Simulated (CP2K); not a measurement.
# BAs (F-43m) in CP2K: equation of state

Aim: energy against volume of BAs in PBE, for its equilibrium volume and stiffness.

Everything below comes from runs of CP2K 2026.2. Logs are shortened: lines on timing, memory, paths and dates and some standing lists are left out, and cuts for length are marked.

**Measured values to compare with.**

“Basic Physical Properties of Cubic Boron Arsenide”, 2019, arxiv:1911.11281 quotes, for a bulk crystal of BAs: bulk modulus 148 GPa.

The runs below are set against these values where they give the same quantity.

### Step 1. The structure

The structure is cubic, space group F-43m (No. 216). The conventional cell has a = 4.777 Å, b = 4.777 Å, c = 4.777 Å, α = 90.00°, β = 90.00°, γ = 90.00°. As (site symmetry -43m) is surrounded by 4 B at 2.07 Å. B (site symmetry -43m) is surrounded by 4 As at 2.07 Å.

### Step 2. Single point, PBE, 13.63 Å³/atom

The input, bas_eos.inp:

```
&GLOBAL
  PROJECT bas_eos
  RUN_TYPE ENERGY_FORCE
  PRINT_LEVEL LOW
&END GLOBAL
&FORCE_EVAL
  METHOD QS
  STRESS_TENSOR ANALYTICAL
  &DFT
    BASIS_SET_FILE_NAME BASIS_MOLOPT_UZH
    POTENTIAL_FILE_NAME POTENTIAL_UZH
    &MGRID
      CUTOFF 450
      REL_CUTOFF 60
      NGRIDS 4
    &END MGRID
    &QS
      METHOD GPW
      EPS_DEFAULT 1.0E-10
    &END QS
    &KPOINTS
      SCHEME MONKHORST-PACK 10 10 10
      GAMMA_CENTERED T
      SYMMETRY T
      SYMMETRY_BACKEND SPGLIB
    &END KPOINTS
    &SCF
      SCF_GUESS ATOMIC
      EPS_SCF 1.0E-6
      MAX_SCF 100
      ADDED_MOS 10
      CHOLESKY OFF
      EPS_EIGVAL 1.0E-7
      &DIAGONALIZATION ON
        ALGORITHM STANDARD
      &END DIAGONALIZATION
      &MIXING ON
        METHOD BROYDEN_MIXING
        ALPHA 0.4
        BETA 1.5
        NBUFFER 8
      &END MIXING
      &SMEAR ON
        METHOD FERMI_DIRAC
        ELECTRONIC_TEMPERATURE [K] 580.226
      &END SMEAR
    &END SCF
    &XC
      &XC_FUNCTIONAL
        &GGA_X_PBE
        &END GGA_X_PBE
        &GGA_C_PBE
        &END GGA_C_PBE
      &END XC_FUNCTIONAL
    &END XC
    &PRINT
      &KPOINTS ON
      &END KPOINTS
      &MULLIKEN ON
      &END MULLIKEN
      &MO ON
        ENERGIES T
        OCCUPATION_NUMBERS T
        &EACH
          QS_SCF 0
        &END EACH
        ADD_LAST NUMERIC
      &END MO
    &END PRINT
  &END DFT
  &SUBSYS
    &CELL
      A 3.3778490937 0.0000000000 0.0000000000
      B 1.6889245469 2.9253031253 0.0000000000
      C 1.6889245469 0.9751010418 2.7580022359
      PERIODIC XYZ
    &END CELL
    &COORD
      SCALED
      As  0.7500000000 0.7500000000 0.7500000000
      B   0.0000000000 0.0000000000 0.0000000000
    &END COORD
    &KIND As
      BASIS_SET TZVP-MOLOPT-PBE-GTH-q5
      POTENTIAL GTH-PBE-q5
    &END KIND
    &KIND B
      BASIS_SET TZVP-MOLOPT-PBE-GTH-q3
      POTENTIAL GTH-PBE-q3
    &END KIND
    &PRINT
      &ATOMIC_COORDINATES ON
      &END ATOMIC_COORDINATES
      &CELL ON
      &END CELL
    &END PRINT
  &END SUBSYS
  &PRINT
    &FORCES ON
    &END FORCES
    &STRESS_TENSOR ON
    &END STRESS_TENSOR
  &END PRINT
&END FORCE_EVAL
```

Potentials or basis: POTENTIAL_UZH As GTH-PBE-q5, B GTH-PBE-q3; TZVP-MOLOPT-PBE-GTH basis.

Run with:

```
$ OMP_NUM_THREADS=1 cp2k.psmp -i bas_eos.inp -o bas_eos.out
```

bas_eos.out:

```text

 CP2K| version string:                                       CP2K version 2026.2
 CP2K| Input file name                                               bas_eos.inp

 GLOBAL| Force Environment number                                              1
 GLOBAL| Basis set file name                                    BASIS_MOLOPT_UZH
 GLOBAL| Potential file name                                       POTENTIAL_UZH
 GLOBAL| MM Potential file name                                     MM_POTENTIAL
 GLOBAL| Coordinate file name                                      __STD_INPUT__
 GLOBAL| Method name                                                        CP2K
 GLOBAL| Project name                                                    bas_eos
 GLOBAL| Run type                                                   ENERGY_FORCE
 GLOBAL| FFT library                                                       FFTW3
[... 8 lines left out ...]
 GLOBAL| CPU model name                                                  UNKNOWN

 CELL| Volume [angstrom^3]:                                            27.252461
 CELL| Vector a [angstrom]:       3.378     0.000     0.000   |a| =     3.377849
 CELL| Vector b [angstrom]:       1.689     2.925     0.000   |b| =     3.377849
 CELL| Vector c [angstrom]:       1.689     0.975     2.758   |c| =     3.377849
 CELL| Angle (b,c), alpha [degree]:                                    60.000000
 CELL| Angle (a,c), beta  [degree]:                                    60.000000
 CELL| Angle (a,b), gamma [degree]:                                    60.000000
 CELL| Numerically orthorhombic:                                              NO
 CELL| Periodicity                                                           XYZ

 CELL_REF| Volume [angstrom^3]:                                        27.252461
 CELL_REF| Vector a [angstrom     3.378     0.000     0.000   |a| =     3.377849
 CELL_REF| Vector b [angstrom     1.689     2.925     0.000   |b| =     3.377849
 CELL_REF| Vector c [angstrom     1.689     0.975     2.758   |c| =     3.377849
 CELL_REF| Angle (b,c), alpha [degree]:                                60.000000
 CELL_REF| Angle (a,c), beta  [degree]:                                60.000000
 CELL_REF| Angle (a,b), gamma [degree]:                                60.000000
 CELL_REF| Numerically orthorhombic:                                          NO
 CELL_REF| Periodicity                                                       XYZ
[... 9 lines left out ...]
 TOTAL NUMBERS AND MAXIMUM NUMBERS

  Total number of            - Atomic kinds:                                   2
                             - Atoms:                                          2
                             - Shell sets:                                     2
                             - Shells:                                        14
                             - Primitive Cartesian functions:                  9
                             - Cartesian basis functions:                     36
                             - Spherical basis functions:                     34

  Maximum angular momentum of- Orbital basis functions:                        2
                             - Local part of the GTH pseudopotential:          2
                             - Non-local part of the GTH pseudopotential:      4

 MODULE QUICKSTEP: ATOMIC COORDINATES IN ANGSTROM

   Atom Kind Element         X             Y             Z       Z(eff)     Mass
      1    1 As   33      5.066774      2.925303      2.068502   5.0000  74.9216
      2    2 B     5      0.000000      0.000000      0.000000   3.0000  10.8110

 SCF PARAMETERS         Density guess:                                    ATOMIC
                        --------------------------------------------------------
                        max_scf:                                             100
                        max_scf_history:                                       0
                        max_diis:                                              4
[... 5 lines left out ...]
                        --------------------------------------------------------
                        level_shift [a.u.]:                             0.000000
                        added MOs                                        10    0
                        --------------------------------------------------------
                        Mixing method:                            BROYDEN_MIXING
[... 11 lines left out ...]
 *******************************************************************************
 BRILLOUIN| K-point scheme                                        Monkhorst-Pack
 BRILLOUIN| K-Point grid                                            10   10   10
 BRILLOUIN| Gamma-centered k-point mesh                                     ON
 BRILLOUIN| K-point symmetry accuracy                               0.100000E-05
[... 49 lines left out ...]
  Core density on regular grids:                7.9999999981       -0.0000000019
  Total charge density on r-space grids:       -0.0000000018
  Total charge density g-space grids:          -0.0000000018

  Overlap energy of the core charge distribution:               0.00000007657032
  Self energy of the core charge distribution:                -19.60156409161538
  Core Hamiltonian energy:                                      5.11474842133741
  Hartree energy:                                               8.04484751508386
  Exchange-correlation energy:                                 -2.70230975523055
  Electronic entropic energy:                                  -0.00000000238853
  Fermi energy:                                                 0.27543323995271

  Total energy:                                                -9.14427783624290
  Total energy (extrapolated to T->0):                         -9.14427783504863

 MO| EIGENVALUES AND OCCUPATION NUMBERS FOR K POINT 1
 MO|
 MO|  Index      Eigenvalue [a.u.]        Eigenvalue [eV]             Occupation
 MO|      1              -0.225805              -6.144478               2.000000
 MO|      2              -0.036675              -0.997985               2.000000
 MO|      3               0.192157               5.228870               2.000000
 MO|      4               0.192157               5.228870               2.000000
 MO|      5               0.356331               9.696262               0.000000
 MO|      6               0.432943              11.780991               0.000000
 MO|      7               0.432944              11.781012               0.000000
 MO|      8               0.617623              16.806383               0.000000
 MO|      9               0.771013              20.980320               0.000000
 MO|     10               0.771020              20.980533               0.000000
 MO|     11               0.786386              21.398641               0.000000
 MO|     12               0.918364              24.989958               0.000000
 MO|     13               1.004109              27.323196               0.000000
 MO|     14               1.004113              27.323293               0.000000
 MO| Sum:                                                               8.000000
 MO| E(Fermi):            0.275433 a.u.          7.494920 eV
 MO| Band gap:            0.164174 a.u.          4.467392 eV
[... 253 lines left out ...]
 MO| EIGENVALUES AND OCCUPATION NUMBERS FOR K POINT 14
 MO|
 MO|  Index      Eigenvalue [a.u.]        Eigenvalue [eV]             Occupation
 MO|      1              -0.187436              -5.100406               2.000000
 MO|      2              -0.016495              -0.448854               2.000000
 MO|      3               0.090676               2.467413               2.000000
 MO|      4               0.105251               2.864033               2.000000
 MO|      5               0.337994               9.197282               0.000000
 MO|      6               0.373423              10.161354               0.000000
 MO|      7               0.578845              15.751162               0.000000
 MO|      8               0.636205              17.312027               0.000000
 MO|      9               0.712128              19.377982               0.000000
 MO|     10               0.842327              22.920897               0.000000
 MO|     11               0.887569              24.151976               0.000000
 MO|     12               0.996004              27.102648               0.000000
 MO|     13               1.028090              27.975763               0.000000
 MO|     14               1.103936              30.039639               0.000000
 MO| Sum:                                                               8.000000
 MO| E(Fermi):            0.275433 a.u.          7.494920 eV
 MO| Band gap:            0.232743 a.u.          6.333249 eV

 [... the levels of further k-points ...]

 !-----------------------------------------------------------------------------!
                     Mulliken Population Analysis

 #  Atom  Element  Kind  Atomic population                           Net charge
       1     As       1          4.817403                              0.182597
       2     B        2          3.182597                             -0.182597
 # Total charge                              8.000000                 -0.000000

 !-----------------------------------------------------------------------------!

 ENERGY| Total FORCE_EVAL ( QS ) energy [hartree]             -9.144277716932832

 FORCES| Atomic forces [hartree/bohr]
 FORCES|   Atom     x               y               z               |f|
 FORCES|      1  2.54856571E-09  7.19439808E-09 -5.46758083E-10   7.65202557E-09
 FORCES|      2 -2.65117752E-09 -7.25575127E-09  5.03188689E-10   7.74130916E-09
 FORCES| Sum    -1.02611805E-10 -6.13531913E-11 -4.35693935E-11
 FORCES| Total atomic force                                       1.27246566E-10

 STRESS| Analytical stress tensor [bar]
 STRESS|                        x                   y                   z
 STRESS|      x        3.62168142161E+04  -1.95054677935E-02   1.65967884015E-02
 STRESS|      y       -1.95054677935E-02   3.62166557415E+04   1.00474001122E-01
 STRESS|      z        1.65967884015E-02   1.00474001122E-01   3.62166102277E+04
 STRESS| 1/3 Trace                                             3.62166933951E+04
 STRESS| Determinant                                           4.75035853453E+13

 STRESS| Eigenvectors and eigenvalues of the analytical stress tensor [bar]
 STRESS|                        1                   2                   3
 STRESS| Eigenvalues   3.62165277582E+04   3.62167357115E+04   3.62168167156E+04
 STRESS|      x          -0.087464932288      0.059725223081      0.994375574593
 STRESS|      y          -0.623347828122      0.775342345161     -0.101398880548
 STRESS|      z           0.777037560736      0.628710700982      0.030585677628
```

Wall time 26 s (1 thread of Arm Neoverse V2, shared host); peak memory 0.23 GiB.

Results:

```
Free energy            : -248.8285 eV
Pressure               : 3.6 GPa
Band gap on the k mesh : 1.21 eV, indirect (least direct gap 3.33 eV)
Mulliken charges       : As +0.18; B -0.18 e
```

Caveat: Mulliken charges move with the basis; the basis of atomic orbitals isn't converged, which shifts pressures, moduli and gaps.

### Step 3. Single point, PBE, 13.35 Å³/atom (volume scaled by 0.98)

bas_eos.inp, as its differences from that of step 2:

```diff
@@ -11,2 +11,3 @@
     POTENTIAL_FILE_NAME POTENTIAL_UZH
+    WFN_RESTART_FILE_NAME previous-RESTART.kp
     &MGRID
@@ -27,3 +28,3 @@
     &SCF
-      SCF_GUESS ATOMIC
+      SCF_GUESS RESTART
       EPS_SCF 1.0E-6
@@ -72,5 +73,5 @@
     &CELL
-      A 3.3778490937 0.0000000000 0.0000000000
-      B 1.6889245469 2.9253031253 0.0000000000
-      C 1.6889245469 0.9751010418 2.7580022359
+      A 3.3551782825 0.0000000000 0.0000000000
+      B 1.6775891413 2.9056696269 0.0000000000
+      C 1.6775891413 0.9685565423 2.7394915960
       PERIODIC XYZ
```

Potentials or basis: POTENTIAL_UZH As GTH-PBE-q5, B GTH-PBE-q3; TZVP-MOLOPT-PBE-GTH basis.

Run with:

```
$ OMP_NUM_THREADS=1 cp2k.psmp -i bas_eos.inp -o bas_eos.out
```

Run time: 20 s. Hardware: 1 thread of Arm Neoverse V2, shared host; peak memory 0.22 GiB.

Results (log left out):

* Free energy: -248.8111 eV
* Pressure: 6.6 GPa
* Band gap on the k mesh: 1.19 eV, indirect (least direct gap 3.35 eV)
* Mulliken charges: As +0.19; B -0.19 e

Caveat: Mulliken charges move with the basis; the basis of atomic orbitals isn't converged, which shifts pressures, moduli and gaps.

### Step 4. Single point, PBE, 13.90 Å³/atom (volume scaled by 1.02)

bas_eos.inp, as its differences from that of step 3:

```diff
@@ -73,5 +73,5 @@
     &CELL
-      A 3.3551782825 0.0000000000 0.0000000000
-      B 1.6775891413 2.9056696269 0.0000000000
-      C 1.6775891413 0.9685565423 2.7394915960
+      A 3.4002196072 0.0000000000 0.0000000000
+      B 1.7001098036 2.9446765583 0.0000000000
+      C 1.7001098036 0.9815588528 2.7762676837
       PERIODIC XYZ
```

Run with:

```
$ OMP_NUM_THREADS=1 cp2k.psmp -i bas_eos.inp -o bas_eos.out
```

It took 17 s on 1 thread of Arm Neoverse V2, shared host; peak memory 0.22 GiB.

It converged, with:

* Free energy: -248.8361 eV
* Pressure: 0.9 GPa
* Band gap on the k mesh: 1.23 eV, indirect (least direct gap 3.30 eV)
* Mulliken charges: As +0.18; B -0.18 e

Caveat: Mulliken charges move with the basis; the basis of atomic orbitals isn't converged, which shifts pressures, moduli and gaps.

### Step 5. Single point, PBE, 13.08 Å³/atom (volume scaled by 0.96)

bas_eos.inp, as its differences from that of step 4:

```diff
@@ -73,5 +73,5 @@
     &CELL
-      A 3.4002196072 0.0000000000 0.0000000000
-      B 1.7001098036 2.9446765583 0.0000000000
-      C 1.7001098036 0.9815588528 2.7762676837
+      A 3.3321968881 0.0000000000 0.0000000000
+      B 1.6660984441 2.8857671555 0.0000000000
+      C 1.6660984441 0.9619223852 2.7207273661
       PERIODIC XYZ
```

Run with:

```
$ OMP_NUM_THREADS=1 cp2k.psmp -i bas_eos.inp -o bas_eos.out
```

Run time: 21 s. Hardware: 1 thread of Arm Neoverse V2, shared host; peak memory 0.23 GiB.

Results (log left out):

* Free energy: -248.7830 eV
* Pressure: 9.9 GPa
* Band gap on the k mesh: 1.17 eV, indirect (least direct gap 3.38 eV)
* Mulliken charges: As +0.19; B -0.19 e

Caveat: Mulliken charges move with the basis; the basis of atomic orbitals isn't converged, which shifts pressures, moduli and gaps.

### Step 6. Single point, PBE, 14.17 Å³/atom (volume scaled by 1.04)

bas_eos.inp, as its differences from that of step 5:

```diff
@@ -73,5 +73,5 @@
     &CELL
-      A 3.3321968881 0.0000000000 0.0000000000
-      B 1.6660984441 2.8857671555 0.0000000000
-      C 1.6660984441 0.9619223852 2.7207273661
+      A 3.4222995740 0.0000000000 0.0000000000
+      B 1.7111497870 2.9637983704 0.0000000000
+      C 1.7111497870 0.9879327902 2.7942959011
       PERIODIC XYZ
```

Potentials or basis: POTENTIAL_UZH As GTH-PBE-q5, B GTH-PBE-q3; TZVP-MOLOPT-PBE-GTH basis.

Run with:

```
$ OMP_NUM_THREADS=1 cp2k.psmp -i bas_eos.inp -o bas_eos.out
```

It took 18 s on 1 thread of Arm Neoverse V2, shared host; peak memory 0.22 GiB.

The run converged. Its results:

- Free energy: -248.8349 eV
- Pressure: -1.6 GPa
- Band gap on the k mesh: 1.24 eV, indirect (least direct gap 3.27 eV)
- Mulliken charges: As +0.17; B -0.17 e

Caveat: Mulliken charges move with the basis; the basis of atomic orbitals isn't converged, which shifts pressures, moduli and gaps.

### Step 7. Single point, PBE, 12.81 Å³/atom (volume scaled by 0.94)

bas_eos.inp, as its differences from that of step 6:

```diff
@@ -73,5 +73,5 @@
     &CELL
-      A 3.4222995740 0.0000000000 0.0000000000
-      B 1.7111497870 2.9637983704 0.0000000000
-      C 1.7111497870 0.9879327902 2.7942959011
+      A 3.3088940495 0.0000000000 0.0000000000
+      B 1.6544470248 2.8655863053 0.0000000000
+      C 1.6544470248 0.9551954351 2.7017006781
       PERIODIC XYZ
```

Run with:

```
$ OMP_NUM_THREADS=1 cp2k.psmp -i bas_eos.inp -o bas_eos.out
```

Wall time 23 s (1 thread of Arm Neoverse V2, shared host); peak memory 0.23 GiB.

Results (log left out):

```
Free energy            : -248.7431 eV
Pressure               : 13.6 GPa
Band gap on the k mesh : 1.15 eV, indirect (least direct gap 3.41 eV)
Mulliken charges       : As +0.20; B -0.20 e
```

Caveat: Mulliken charges move with the basis; the basis of atomic orbitals isn't converged, which shifts pressures, moduli and gaps.

### Step 8. Single point, PBE, 14.44 Å³/atom (volume scaled by 1.06)

bas_eos.inp, as its differences from that of step 7:

```diff
@@ -73,5 +73,5 @@
     &CELL
-      A 3.3088940495 0.0000000000 0.0000000000
-      B 1.6544470248 2.8655863053 0.0000000000
-      C 1.6544470248 0.9551954351 2.7017006781
+      A 3.4440982481 0.0000000000 0.0000000000
+      B 1.7220491241 2.9826765760 0.0000000000
+      C 1.7220491241 0.9942255254 2.8120944440
       PERIODIC XYZ
```

Run with:

```
$ OMP_NUM_THREADS=1 cp2k.psmp -i bas_eos.inp -o bas_eos.out
```

Run time: 19 s. Hardware: 1 thread of Arm Neoverse V2, shared host; peak memory 0.22 GiB.

It converged, with:

* Free energy: -248.8257 eV
* Pressure: -3.8 GPa
* Band gap on the k mesh: 1.26 eV, indirect (least direct gap 3.25 eV)
* Mulliken charges: As +0.17; B -0.17 e

Caveat: Mulliken charges move with the basis; the basis of atomic orbitals isn't converged, which shifts pressures, moduli and gaps.

### Step 9. Equation of state, PBE

Potentials or basis: POTENTIAL_UZH As GTH-PBE-q5, B GTH-PBE-q3; TZVP-MOLOPT-PBE-GTH basis.

This step only gathers the single runs of the series.

What came out:

```
Equilibrium volume                      : 14.00 Å³/atom
Bulk modulus                            : 128 GPa
Pressure derivative of the bulk modulus : 4.0
```

Energy against volume, from the lowest point:
| volume (Å³/atom) | energy (meV/atom) |
| --- | --- |
| 12.809 | 46.47 |
| 13.081 | 26.51 |
| 13.354 | 12.48 |
| 13.626 | 3.81 |
| 13.899 | 0.00 |
| 14.171 | 0.59 |
| 14.444 | 5.17 |

Caveat: the basis of atomic orbitals isn't converged, which shifts pressures, moduli and gaps.

### Step 10. Against experiment

Step 9. Measured bulk modulus of BAs: 148 GPa (quoted in “Basic Physical Properties of Cubic Boron Arsenide”, 2019, arxiv:1911.11281). This calculation gives 128 GPa (-13.4 %). The fit is for a static lattice scaled at fixed shape and fixed fractional positions.
